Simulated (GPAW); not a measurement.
Input of a GPAW 26.7.0 run:

Contents of run.py:

```python
import numpy as np
from ase.dft.bandgap import bandgap
from ase.io import read, write
from gpaw import GPAW, PW
from gpaw.response.df import DielectricFunction

atoms = read('MoS2.cif')

calc = GPAW(mode=PW(500),
            xc='PBE',
            kpts={'size': (8, 8, 2), 'gamma': True},
            occupations={'name': 'fermi-dirac', 'width': 0.001},
            nbands=46,
            convergence={'density': 1e-06},
            maxiter=150,
            txt='gpaw.txt')
atoms.calc = calc
energy = atoms.get_potential_energy()
calc.write('gs.gpw')
write('result.traj', atoms)
print(f'Energy: {energy:.6f} eV')
print('Fermi level:', round(calc.get_fermi_level(), 4), 'eV')
print(f'Gap: {bandgap(calc)[0]:.4f} eV, direct: {bandgap(calc, direct=True)[0]:.4f} eV')

for size in [(9, 9, 2), (13, 13, 3)]:
    name = 'x'.join(str(n) for n in size)
    dense = calc.fixed_density(kpts={'size': size, 'gamma': True},
                               nbands=80, convergence={'bands': 74, 'eigenstates': 1e-7},
                               update_fermi_level=True, txt=f'dense-{name}.txt')
    dense.write(f'{name}.gpw', mode='all')
    df = DielectricFunction(f'{name}.gpw', frequencies=np.array([0.0]), hilbert=False, eta=0.001,
                            ecut=80, nbands=74, intraband=False, txt=f'df-{name}.txt')
    for xc in ['RPA', 'LR0.2', 'Bootstrap']:
        for direction in ['x', 'y', 'z', [0, 1, 1], [1, 0, 1], [1, 1, 0]]:
            e0, e = df.get_macroscopic_dielectric_constant(xc=xc, direction=direction)
            print(f'{name} {xc} {direction}: {e0:.4f} without, {e:.4f} with local fields')
```

Contents of MoS2.cif:

```cif
data_MoS2
_cell_length_a 3.16900000
_cell_length_b 3.16900000
_cell_length_c 12.32400000
_cell_angle_alpha 90.00000000
_cell_angle_beta 90.00000000
_cell_angle_gamma 120.00000000
_space_group_name_H-M_alt 'P6_3/mmc'
_space_group_name_Hall '-P 6c 2c'
_space_group_IT_number 194
loop_
_space_group_symop_operation_xyz
'x,y,z'
'-x,-y,-z'
'x-y,x,z+1/2'
'-x+y,-x,-z+1/2'
'-y,x-y,z'
'y,-x+y,-z'
'-x,-y,z+1/2'
'x,y,-z+1/2'
'-x+y,-x,z'
'x-y,x,-z'
'y,-x+y,z+1/2'
'-y,x-y,-z+1/2'
'-y,-x,-z+1/2'
'y,x,z+1/2'
'-x,-x+y,-z'
'x,x-y,z'
'-x+y,y,-z+1/2'
'x-y,-y,z+1/2'
'y,x,-z'
'-y,-x,z'
'x,x-y,-z+1/2'
'-x,-x+y,z+1/2'
'x-y,-y,-z'
'-x+y,y,z'
loop_
_atom_site_label
_atom_site_type_symbol
_atom_site_symmetry_multiplicity
_atom_site_Wyckoff_symbol
_atom_site_fract_x
_atom_site_fract_y
_atom_site_fract_z
_atom_site_occupancy
Mo1 Mo 2 c 0.6666666667 0.3333333333 0.7500000000 1
S1 S 4 f 0.6666666667 0.3333333333 0.3770000000 1
```

Potentials or basis: GPAW PAW data sets (gpaw-data 1.2.1), pw.

Launch:

```sh
$ OMP_NUM_THREADS=1 python run.py
```

Estimate the electronic dielectric tensor (diagonal).

13.56, 13.56, 5.88.

What does it give for the band gap on the k mesh?

0.97 eV, indirect (least direct gap 1.91 eV).

Electronic dielectric tensor:
```
13.56  0.00  0.00
 0.00 13.56  0.00
 0.00  0.00  5.88
```

Caveat: the long-wavelength limit can be off by several per cent where d states take part; an odd mesh through Γ misses points on the zone boundary, where band edges often lie.

**What was measured.**

From “Multiwavelength excitation Raman Scattering Analysis of bulk and 2 dimensional MoS2: Vibrational properties of atomically thin MoS2 layers”, 2015, arxiv:1506.03228, for a bulk crystal of MoS2 at 300 K: band gap 1.3 eV (indirect).

Measured gap of MoS2: 1.3 eV (indirect; 300 K; “Multiwavelength excitation Raman Scattering Analysis of bulk and 2 dimensional MoS2: Vibrational properties of atomically thin MoS2 layers”, 2015, arxiv:1506.03228). This calculation gives 0.97 eV (-0.33 eV). Spin-orbit coupling on Mo is left out. The value is that of PBE on a finite k mesh, which can miss the band edges, without temperature or zero-point motion. Semilocal functionals fall short of measured gaps as a rule.
